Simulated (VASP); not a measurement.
# GaN (P6_3mc) in VASP: further runs

The runs below take GaN through elastic constants, with PBEsol, PBE.

Everything below comes from runs of VASP 6.6.1. Logs are shortened: lines on timing, memory, paths and dates and some standing lists are left out, and cuts for length are marked.

### 1 The structure

Symmetry: P6_3mc, No. 186, hexagonal system. Conventional cell: a = 3.180 Å, b = 3.180 Å, c = 5.183 Å, α = 90.00°, β = 90.00°, γ = 120.00°. Around Ga (site symmetry 3m) lie 4 N at 1.94 to 1.95 Å. Around N (site symmetry 3m) lie 4 Ga at 1.94 to 1.95 Å.

### 2 Elastic constants, PBEsol

Input file POSCAR:

```
GaN
1.0
    3.1802324013      0.0000000000      0.0000000000
   -1.5901162006      2.7541620494      0.0000000000
   -0.0000000000      0.0000000000      5.1832207758
  Ga              N
     2     2
Direct
     0.3333333332999970    0.6666666667000030    0.9992402581362281
     0.6666666667000030    0.3333333332999970    0.4992402581362280
     0.3333333332999970    0.6666666667000030    0.3757597418637720
     0.6666666667000030    0.3333333332999970    0.8757597418637719
```

Input file INCAR.step1:

```
PREC = Accurate
ENCUT = 600
EDIFF = 1E-8
ISMEAR = 0
SIGMA = 0.03
LREAL = F
LASPH = T
NELM = 80
ALGO = Normal
ISIF = 3
LWAVE = F
LCHARG = F
GGA = PS
KPAR = 2
IBRION = 2
NSW = 40
EDIFFG = -0.002
```

Input file INCAR.step2:

```
PREC = Accurate
ENCUT = 600
EDIFF = 1E-8
ISMEAR = 0
SIGMA = 0.03
LREAL = F
LASPH = T
NELM = 80
ALGO = Normal
ISIF = 3
LWAVE = F
LCHARG = F
GGA = PS
KPAR = 2
IBRION = 6
NFREE = 2
POTIM = 0.015
NSW = 1
```

Input file KPOINTS:

```
Automatic mesh
0
Gamma
  12 12 5
```

Potentials or basis: VASP PAW PBE potentials, release 64 (Ga_d, N).

Started as:

```sh
$ cat potpaw_PBE.64/Ga_d/POTCAR potpaw_PBE.64/N/POTCAR > POTCAR
$ cp INCAR.step1 INCAR
$ mpirun -np 2 vasp_std > vasp.out
$ cp CONTCAR POSCAR
$ cp INCAR.step2 INCAR
$ mpirun -np 2 vasp_std > vasp.out
```

OUTCAR:

```text
PREC = Accurate
   ENCUT = 600
   EDIFF = 1E-8
   ISMEAR = 0
   LREAL = F
   LASPH = T
   NELM = 80
   ISIF = 3
   GGA = PS
   IBRION = 6
   NFREE = 2
   POTIM = 0.015
   NSW = 1

 ion  position               nearest neighbor table
   1  0.333  0.667  0.999-   4 1.94   4 1.94   4 1.94   3 1.95
   2  0.667  0.333  0.499-   3 1.94   3 1.94   3 1.94   4 1.95
   3  0.333  0.667  0.376-   2 1.94   2 1.94   2 1.94   1 1.95
   4  0.667  0.333  0.876-   1 1.94   1 1.94   1 1.94   2 1.95

  LATTYP: Found a hexagonal cell.
 ALAT       =     3.1801531981
 C/A-ratio  =     1.6296953263

  Lattice vectors:

 A1 = (   3.1801531981,  -0.0000000000,   0.0000000000)
 A2 = (  -1.5900765990,   2.7540934574,   0.0000000000)
 A3 = (   0.0000000000,   0.0000000000,   5.1826808040)

Analysis of symmetry for initial positions (statically):
=====================================================================
 Subroutine PRICEL returns:
 Original cell was already a primitive cell.

 Routine SETGRP: Setting up the symmetry group for a
 hexagonal supercell.

 Subroutine GETGRP returns: Found 12 space group operations
 (whereof  6 operations were pure point group operations)
 out of a pool of 24 trial point group operations.

The static configuration has the point symmetry C_3v.
 The point group associated with its full space group is C_6v.

Analysis of symmetry for dynamics (positions and initial velocities):
=====================================================================
 Subroutine PRICEL returns:
 Original cell was already a primitive cell.

 Routine SETGRP: Setting up the symmetry group for a
 hexagonal supercell.

 Subroutine GETGRP returns: Found 12 space group operations
 (whereof  6 operations were pure point group operations)
 out of a pool of 24 trial point group operations.

The dynamic configuration has the point symmetry C_3v.
 The point group associated with its full space group is C_6v.

 Subroutine INISYM returns: Found 12 space group operations
 (whereof  6 operations are pure point group operations),
 and found     1 'primitive' translations

----------------------------------------------------------------------------------------

                                     Primitive cell

  volume of cell :      45.3922

  direct lattice vectors                    reciprocal lattice vectors
     3.180153198 -0.000000000  0.000000000     0.314450260  0.181547942  0.000000000
    -1.590076599  2.754093457  0.000000000     0.000000000  0.363095885  0.000000000
     0.000000000  0.000000000  5.182680804     0.000000000  0.000000000  0.192950336

  length of vectors
     3.180153198  3.180153198  5.182680804     0.363095885  0.363095885  0.192950336

  position of ions in fractional coordinates (direct lattice)
     0.333333333  0.666666667  0.999225175
     0.666666667  0.333333333  0.499225175
     0.333333333  0.666666667  0.375774825
     0.666666667  0.333333333  0.875774825

  ion indices of the primitive-cell ions
   primitive index   ion index
                 1           1
                 2           2
                 3           3
                 4           4

[... 116 lines left out ...]
  ---------------------------------------------------
  ext. energy  EPLUGINS =         0.00000000
  ---------------------------------------------------
  free energy    TOTEN  =       -26.27208758 eV

  energy without entropy =      -26.27208758  energy(sigma->0) =      -26.27208758

------------------------ aborting loop because EDIFF is reached ----------------------------------------

  FORCE on cell =-STRESS in cart. coord.  units (eV):
  Direction    XX          YY          ZZ          XY          YZ          ZX
  --------------------------------------------------------------------------------------
  -------------------------------------------------------------------------------------
  Total        0.0047484      0.0047484     -0.0009193      0.0000000      0.0000000     -0.0000000
  in kB        0.1675998      0.1675998     -0.0324472      0.0000000      0.0000000     -0.0000000
  external PRESSURE =       0.1009174 kB  Pullay stress =       0.0000000 kB
[... 95 lines left out ...]
  FREE ENERGIE OF THE ION-ELECTRON SYSTEM (eV)
  ---------------------------------------------------
  free  energy   TOTEN  =       -26.2586087292 eV

  energy  without entropy=      -26.2586087292  energy(sigma->0) =      -26.25860873

[... ionic steps 4 to 18 ...]

--------------------------------------- Ionic step       19  -------------------------------------------

 number of electron      35.9999995 magnetization

------------------------ aborting loop because EDIFF is reached ----------------------------------------
[... 71 lines left out ...]
--------------------------------------- Ionic step       21  -------------------------------------------

 number of electron      35.9999995 magnetization

 Free energy of the ion-electron system (eV)
  ---------------------------------------------------
  ext. energy  EPLUGINS =         0.00000000
  ---------------------------------------------------
  free energy    TOTEN  =       -26.27005109 eV

  energy without entropy =      -26.27005109  energy(sigma->0) =      -26.27005109

 E-fermi :   5.3951     XC(G=0): -11.9398

 val. band max:        5.2670266853   @ k =   0.0000   0.0000   0.0000
 cond. band min:       7.1635678165   @ k =   0.0000   0.0000   0.0000
 fundamental gap:      1.8965411312
 Fermi energy:         5.3951440390

 k-point     1 :       0.0000    0.0000    0.0000
  band No.  band energies     occupation
      1     -10.7772      2.00000
      2      -9.7972      2.00000
      3      -8.1526      2.00000
      4      -8.1322      2.00000
      5      -8.1322      2.00000
      6      -8.0670      2.00000
[... 589 lines left out ...]
     21      12.3673      0.00000
     22      13.3957      0.00000

 [... further k-points ...]
[... 5 lines left out ...]
  --------------------------------------------------------------------------------------
  -------------------------------------------------------------------------------------
  Total       -0.0712918     -0.0712918      0.1563665     -0.0000000      0.0000000      0.0000000
  in kB       -2.5163390     -2.5163390      5.5191630     -0.0000000      0.0000000      0.0000000
  external PRESSURE =       0.1621617 kB  Pullay stress =       0.0000000 kB
[... 19 lines left out ...]
  FREE ENERGIE OF THE ION-ELECTRON SYSTEM (eV)
  ---------------------------------------------------
  free  energy   TOTEN  =       -26.2700510879 eV

  energy  without entropy=      -26.2700510879  energy(sigma->0) =      -26.27005109

 INTERNAL STRAIN TENSORS FROM STRAINED CELLS
 ============================================

 INTERNAL STRAIN TENSOR FOR ION    1 for displacements in x,y,z  (eV/Angst):
          X           Y           Z          XY          YZ          ZX
  --------------------------------------------------------------------------------
  x    -0.00000     0.00000     0.00000    -7.91210    -0.00000    -5.37757
  y    -7.95141     7.97936     0.00000    -0.00005    -5.37351    -0.00009
  z    -5.20871    -5.21545     9.85391    -0.00022    -0.00047    -0.00002

 INTERNAL STRAIN TENSORS FROM DISPLACED ATOMS
 ============================================

 INTERNAL STRAIN TENSOR FOR ION    1 for displacements in x,y,z  (eV/Angst):
          X           Y           Z          XY          YZ          ZX
  --------------------------------------------------------------------------------
  x    -0.00000     0.00000    -0.00000    -7.92560    -0.00000    -5.38469
  y    -7.92560     7.92560    -0.00000     0.00000    -5.38467    -0.00000
  z    -5.17407    -5.17407     9.80572    -0.00000     0.00000     0.00000

 INTERNAL STRAIN TENSOR FOR ION    4 for displacements in x,y,z  (eV/Angst):
          X           Y           Z          XY          YZ          ZX
  --------------------------------------------------------------------------------
  x     0.00000    -0.00000     0.00000     9.29168     0.00000     5.37140
  y     9.29168    -9.29168     0.00000    -0.00000     5.37138     0.00000
  z     5.21228     5.21228    -9.78993     0.00000    -0.00000     0.00000

 Eigenvectors and eigenvalues of the dynamical matrix
 ----------------------------------------------------

   1 f  =   20.333519 THz   127.759269 2PiTHz  678.253190 cm-1    84.092640 meV
             X         Y         Z           dx          dy          dz
     -0.000000  1.836062  5.178665    -0.000000   -0.000000    0.034516
      1.590077  0.918031  2.587325    -0.000000   -0.000000   -0.034516
     -0.000000  1.836062  1.947521    -0.000000   -0.000000   -0.706264
      1.590077  0.918031  4.538861     0.000000    0.000000    0.706264
[... 71 lines left out ...]
  12 f/i=    0.003052 THz     0.019177 2PiTHz    0.101810 cm-1     0.012623 meV
             X         Y         Z           dx          dy          dz
     -0.000000  1.836062  5.178665    -0.429059    0.481897    0.000000
      1.590077  0.918031  2.587325    -0.429059    0.481897    0.000000
     -0.000000  1.836062  1.947521    -0.192365    0.216055    0.000000
      1.590077  0.918031  4.538861    -0.192365    0.216055    0.000000

--------------------------------------------------------------------------------------------------------

 ELASTIC MODULI CONTR FROM IONIC RELAXATION (kBar)
 Direction    XX          YY          ZZ          XY          YZ          ZX
 --------------------------------------------------------------------------------
 XX        -611.5347    283.4460    309.4978     -0.0000     -0.0000     -0.0000
 YY         283.4460   -611.5347    309.4978     -0.0000     -0.0000      0.0000
 ZZ         309.4978    309.4978   -583.9205      0.0000      0.0000     -0.0000
 XY          -0.0000     -0.0000      0.0000   -447.4904     -0.0000     -0.0000
 YZ          -0.0000      0.0000      0.0000     -0.0000   -161.7542     -0.0000
 ZX          -0.0000      0.0000     -0.0000      0.0000     -0.0000   -161.7557
 --------------------------------------------------------------------------------

 TOTAL ELASTIC MODULI (kBar)
 Direction    XX          YY          ZZ          XY          YZ          ZX
 --------------------------------------------------------------------------------
 XX        3453.1072   1277.4068    917.7987      0.0000     -0.0000     -0.0000
 YY        1277.4068   3453.1072    917.7987      0.0000     -0.0000      0.0000
 ZZ         917.7987    917.7987   3843.6765      0.0000      0.0000     -0.0000
 XY           0.0000      0.0000      0.0000   1087.8502     -0.0000     -0.0000
 YZ          -0.0000      0.0000      0.0000     -0.0000    917.1167      0.0000
 ZX          -0.0000      0.0000     -0.0000      0.0000      0.0000    917.1153
 --------------------------------------------------------------------------------
```

Run time: 13 min. Hardware: 2 MPI ranks of Intel Xeon 6975P-C (Granite Rapids), shared host; peak memory 0.7 GiB.

Results:

```yaml
Voigt_bulk_modulus: 189 GPa
Highest_phonon_frequency_at_Γ_LO-TO_splitting_left_out: 678 cm⁻¹
```

Phonon frequencies in cm⁻¹ (negative: imaginary):
| q point | frequencies |
| --- | --- |
| (0.000, 0.000, 0.000) | 0 0 0 137 137 328 520 542 542 551 551 678 |

Elastic tensor in Voigt notation (GPa, in the Cartesian axes of the cell as first typed):
```
345 128  92   0   0   0
128 345  92   0   0   0
 92  92 384   0   0   0
  0   0   0  92   0   0
  0   0   0   0  92   0
  0   0   0   0   0 109
```

Clamped-ion elastic tensor (GPa):
```
406  99  61   0   0   0
 99 406  61   0   0   0
 61  61 443   0   0   0
  0   0   0 108   0   0
  0   0   0   0 108   0
  0   0   0   0   0 154
```

Caveat: the PAW data sets were made with another functional, which shifts forces and pressure a little.

### 3 Elastic constants, PBE

This run uses another cell than the first one, of 11.76 Å³/atom, 1.036 times its volume.

Input file POSCAR:

```
GaN
1.0
    3.2177254833      0.0000000000      0.0000000000
   -1.6088627416      2.7866320109      0.0000000000
    0.0000000000      0.0000000000      5.2440545310
  Ga              N
     2     2
Direct
     0.3333333332999970    0.6666666667000030    0.9991860842781787
     0.6666666667000030    0.3333333332999970    0.4991860842781787
     0.3333333332999970    0.6666666667000030    0.3758139157218213
     0.6666666667000030    0.3333333332999970    0.8758139157218213
```

Input file INCAR.step1:

```
SYSTEM = GaN
PREC = Accurate
ENCUT = 600
EDIFF = 1E-8
ISMEAR = 0
SIGMA = 0.03
LREAL = .False.
LASPH = .True.
NELM = 80
ALGO = Normal
ISIF = 3
LWAVE = .False.
LCHARG = .False.
GGA = PE
IBRION = 2
NSW = 40
EDIFFG = -0.002
```

Input file INCAR.step2:

```
SYSTEM = GaN
PREC = Accurate
ENCUT = 600
EDIFF = 1E-8
ISMEAR = 0
SIGMA = 0.03
LREAL = .False.
LASPH = .True.
NELM = 80
ALGO = Normal
ISIF = 3
LWAVE = .False.
LCHARG = .False.
GGA = PE
IBRION = 6
NFREE = 2
POTIM = 0.015
NSW = 1
```

Input file KPOINTS:

```
regular mesh
0
Gamma
  12 12 5
  0 0 0
```

Potentials or basis: VASP PAW PBE potentials, release 64 (Ga_d, N).

Started as:

```sh
$ cat potpaw_PBE.64/Ga_d/POTCAR potpaw_PBE.64/N/POTCAR > POTCAR
$ cp INCAR.step1 INCAR
$ mpirun -np 1 vasp_std > vasp.out
$ cp CONTCAR POSCAR
$ cp INCAR.step2 INCAR
$ mpirun -np 1 vasp_std > vasp.out
```

OUTCAR:

```text
SYSTEM = GaN
   PREC = Accurate
   ENCUT = 600
   EDIFF = 1E-8
   ISMEAR = 0
   LREAL = .False.
   LASPH = .True.
   NELM = 80
   ISIF = 3
   GGA = PE
   IBRION = 6
   NFREE = 2
   POTIM = 0.015
   NSW = 1

 ion  position               nearest neighbor table
   1  0.333  0.667  0.999-   4 1.97   4 1.97   4 1.97   3 1.97
   2  0.667  0.333  0.499-   3 1.97   3 1.97   3 1.97   4 1.97
   3  0.333  0.667  0.376-   2 1.97   2 1.97   2 1.97   1 1.97
   4  0.667  0.333  0.876-   1 1.97   1 1.97   1 1.97   2 1.97

  LATTYP: Found a hexagonal cell.
 ALAT       =     3.2178393016
 C/A-ratio  =     1.6294517538

  Lattice vectors:

[... 1049 lines left out ...]
  x    -0.00000     0.00000     0.00000    -6.80476    -0.00000    -4.63961
  y    -6.80476     6.80476     0.00000     0.00000    -4.63959    -0.00000
  z    -4.40669    -4.40669     8.40601    -0.00000    -0.00000     0.00000

 INTERNAL STRAIN TENSOR FOR ION    4 for displacements in x,y,z  (eV/Angst):
          X           Y           Z          XY          YZ          ZX
  --------------------------------------------------------------------------------
  x     0.00000    -0.00000     0.00000     8.23170     0.00000     4.62994
  y     8.23170    -8.23170     0.00000    -0.00000     4.62992     0.00000
  z     4.46497     4.46497    -8.34783     0.00000     0.00000     0.00000

 Eigenvectors and eigenvalues of the dynamical matrix
 ----------------------------------------------------

   1 f  =   19.618191 THz   123.264728 2PiTHz  654.392405 cm-1    81.134281 meV
             X         Y         Z           dx          dy          dz
     -0.000000  1.857820  5.238940    -0.000000    0.000000    0.026609
      1.608920  0.928910  2.617283    -0.000000    0.000000   -0.026609
     -0.000000  1.857820  1.970617    -0.000000    0.000000   -0.706606
      1.608920  0.928910  4.592274     0.000000   -0.000000    0.706606
[... 71 lines left out ...]
  12 f/i=    0.003188 THz     0.020029 2PiTHz    0.106330 cm-1     0.013183 meV
             X         Y         Z           dx          dy          dz
     -0.000000  1.857820  5.238940     0.000000   -0.000000   -0.645218
      1.608920  0.928910  2.617283     0.000000   -0.000000   -0.645218
     -0.000000  1.857820  1.970617     0.000000   -0.000000   -0.289299
      1.608920  0.928910  4.592274     0.000000   -0.000000   -0.289299

--------------------------------------------------------------------------------------------------------

 ELASTIC MODULI CONTR FROM IONIC RELAXATION (kBar)
 Direction    XX          YY          ZZ          XY          YZ          ZX
 --------------------------------------------------------------------------------
 XX        -491.4209    239.7941    237.5953     -0.0000      0.0000     -0.0000
 YY         239.7941   -491.4209    237.5953     -0.0000     -0.0000      0.0000
 ZZ         237.5953    237.5953   -448.6926      0.0000     -0.0000      0.0000
 XY          -0.0000     -0.0000      0.0000   -365.6075     -0.0000      0.0000
 YZ           0.0000     -0.0000     -0.0000     -0.0000   -125.7230     -0.0000
 ZX          -0.0000      0.0000      0.0000      0.0000     -0.0000   -125.7238
 --------------------------------------------------------------------------------

 TOTAL ELASTIC MODULI (kBar)
 Direction    XX          YY          ZZ          XY          YZ          ZX
 --------------------------------------------------------------------------------
 XX        3222.0069   1115.3761    782.7850      0.0000      0.0000     -0.0000
 YY        1115.3761   3222.0069    782.7850      0.0000     -0.0000      0.0000
 ZZ         782.7850    782.7850   3562.2140      0.0000     -0.0000      0.0000
 XY           0.0000      0.0000      0.0000   1053.3154     -0.0000      0.0000
 YZ           0.0000     -0.0000     -0.0000     -0.0000    890.0749      0.0000
 ZX          -0.0000      0.0000      0.0000      0.0000      0.0000    890.0739
 --------------------------------------------------------------------------------
```

OUTCAR.step1:

```text
SYSTEM = GaN
   PREC = Accurate
   ENCUT = 600
   EDIFF = 1E-8
   ISMEAR = 0
   LREAL = .False.
   LASPH = .True.
[... 887 lines left out ...]
     -0.00000      1.85782      1.97062         0.000000      0.000000      0.001403
      1.60892      0.92891      4.59227        -0.000000      0.000000      0.001403
 -----------------------------------------------------------------------------------
    total drift:                                0.000000      0.000001      0.000379

  FREE ENERGIE OF THE ION-ELECTRON SYSTEM (eV)
  ---------------------------------------------------
  free  energy   TOTEN  =       -24.3307888546 eV

  energy  without entropy=      -24.3307888546  energy(sigma->0) =      -24.33078885

 reached required accuracy - stopping structural energy minimisation
```

It took 52 min on 1 thread of Intel Xeon Platinum 8259CL at 2.50GHz (Skylake/Cascade Lake), shared host; peak memory 0.73 GiB.

What came out:

| Item | Value |
| --- | --- |
| Voigt bulk modulus | 171 GPa |
| Highest phonon frequency at Γ, LO-TO splitting left out | 654 cm⁻¹ |

Phonon frequencies in cm⁻¹ (negative: imaginary):
```tsv
q point	frequencies
(0.000, 0.000, 0.000)	0 0 0 136 136 319 498 521 521 529 529 654
```

Elastic tensor in Voigt notation (GPa, in the Cartesian axes of the cell as first typed):
```
322 112  78   0   0   0
112 322  78   0   0   0
 78  78 356   0   0   0
  0   0   0  89   0   0
  0   0   0   0  89   0
  0   0   0   0   0 105
```

Clamped-ion elastic tensor (GPa):
```
371  88  55   0   0   0
 88 371  55   0   0   0
 55  55 401   0   0   0
  0   0   0 102   0   0
  0   0   0   0 102   0
  0   0   0   0   0 142
```
